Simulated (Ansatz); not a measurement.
Input, command and steps of an Ansatz relaxation.

```yaml
crystal:
  lattice:
    - [-3.3035, 3.3035, 2.991]
    - [3.3035, -3.3035, 2.991]
    - [3.3035, 3.3035, -2.991]
  atoms:
    - { symbol: Zr, position: [0.75, 0.25, 0.5] }
    - { symbol: Zr, position: [0.0, 0.0, 0.0] }
    - { symbol: Si, position: [0.25, 0.75, 0.5] }
    - { symbol: Si, position: [0.5, 0.5, 0.0] }
    - { symbol: O, position: [0.1364, 0.3203, 0.8161] }
    - { symbol: O, position: [0.0703, 0.7542, 0.6839] }
    - { symbol: O, position: [0.5042, 0.3203, 0.1839] }
    - { symbol: O, position: [0.0703, 0.3864, 0.3161] }
    - { symbol: O, position: [0.6136, 0.9297, 0.6839] }
    - { symbol: O, position: [0.6797, 0.8636, 0.1839] }
    - { symbol: O, position: [0.2458, 0.9297, 0.3161] }
    - { symbol: O, position: [0.6797, 0.4958, 0.8161] }
basis:
  ecutwfc: 420
kpoints:
  mp_grid: { grid: [6, 6, 6] }
hamiltonian:
  xc: pbe
scf:
  occupations: { method: gaussian, width: 0.02 }
output:
  forces: true
  stress: true
  eigenvalues: true
relax:
  adjacent_minimum: "off"
  f_tol: 0.01
  max_steps: 40
```

```bash
ansatz run input.yaml --threads 2 --pin off --max-ram 5120MiB --backend cpu --events-out ev --progress --plain --runs-dir out
```

Computed with DFT PBE, scalar-relativistic, plane waves, PAW (Ansatz 0.2.0).

Of 4 frames 3 are shown, positions in Å and forces in eV/Å; the SCF threshold varies from step to step.

```xyz
12
Lattice="-3.3035 3.3035 2.9910 3.3035 -3.3035 2.9910 3.3035 3.3035 -2.9910" Properties=species:S:1:pos:R:3:forces:R:3 pbc="T T T" step=1 free_energy_over_end_meV_per_atom=0.67
Zr    0.0000    3.3035    1.4955    0.0000    0.0000    0.0000
Zr    0.0000    0.0000    0.0000    0.0000    0.0000    0.0000
Si    3.3035    0.0000    1.4955    0.0000    0.0000    0.0000
Si    0.0000    0.0000    2.9910    0.0000    0.0000    0.0000
O     3.3035    2.0885   -1.0750    0.0000   -0.2783   -0.1714
O     4.5185    0.0000    0.4205    0.2783    0.0000   -0.1714
O     0.0000    1.2150    1.9160    0.0000    0.2783   -0.1714
O     2.0885    0.0000    0.4205   -0.2783    0.0000   -0.1714
O     3.3035    1.2150    2.5705    0.0000    0.2783    0.1714
O     1.2150    0.0000    4.0660    0.2783    0.0000    0.1714
O     3.3035   -1.2150    2.5705    0.0000   -0.2783    0.1714
O     2.0885    3.3035    1.0750   -0.2783    0.0000    0.1714
12
Lattice="-3.3035 3.3035 2.9910 3.3035 -3.3035 2.9910 3.3035 3.3035 -2.9910" Properties=species:S:1:pos:R:3:forces:R:3 pbc="T T T" step=2 free_energy_over_end_meV_per_atom=0.12
Zr    0.0000    3.3035    1.4955    0.0000    0.0000    0.0000
Zr    0.0000    0.0000    0.0000    0.0000    0.0000    0.0000
Si    3.3035    0.0000    1.4955    0.0000    0.0000    0.0000
Si    0.0000    0.0000    2.9910    0.0000    0.0000    0.0000
O     3.3035    2.0851   -1.0762    0.0000   -0.1203   -0.0662
O     4.5219    0.0000    0.4193    0.1203    0.0000   -0.0662
O     0.0000    1.2184    1.9148    0.0000    0.1203   -0.0662
O     2.0851    0.0000    0.4193   -0.1203    0.0000   -0.0662
O     3.3035    1.2184    2.5717    0.0000    0.1203    0.0662
O     1.2184    0.0000    4.0672    0.1203    0.0000    0.0662
O     3.3035   -1.2184    2.5717    0.0000   -0.1203    0.0662
O     2.0851    3.3035    1.0762   -0.1203    0.0000    0.0662
12
Lattice="-3.3035 3.3035 2.9910 3.3035 -3.3035 2.9910 3.3035 3.3035 -2.9910" Properties=species:S:1:pos:R:3:forces:R:3 pbc="T T T" step=4 free_energy_over_end_meV_per_atom=0.00
Zr    0.0000    3.3035    1.4955    0.0000    0.0000    0.0000
Zr    0.0000    0.0000    0.0000    0.0000    0.0000    0.0000
Si    3.3035    0.0000    1.4955    0.0000    0.0000    0.0000
Si    0.0000    0.0000    2.9910    0.0000    0.0000    0.0000
O     3.3035    2.0823   -1.0767    0.0000   -0.0026    0.0055
O     4.5247    0.0000    0.4188    0.0026    0.0000    0.0055
O     0.0000    1.2212    1.9143    0.0000    0.0026    0.0055
O     2.0823    0.0000    0.4188   -0.0026    0.0000    0.0055
O     3.3035    1.2212    2.5722    0.0000    0.0026   -0.0055
O     1.2212    0.0000    4.0677    0.0026    0.0000   -0.0055
O     3.3035   -1.2212    2.5722    0.0000   -0.0026   -0.0055
O     2.0823    3.3035    1.0767   -0.0026    0.0000   -0.0055
```

It took 6.7 s on 2 threads of AMD EPYC 9B45 (Zen 5), on a shared host, peak memory 0.59 GiB.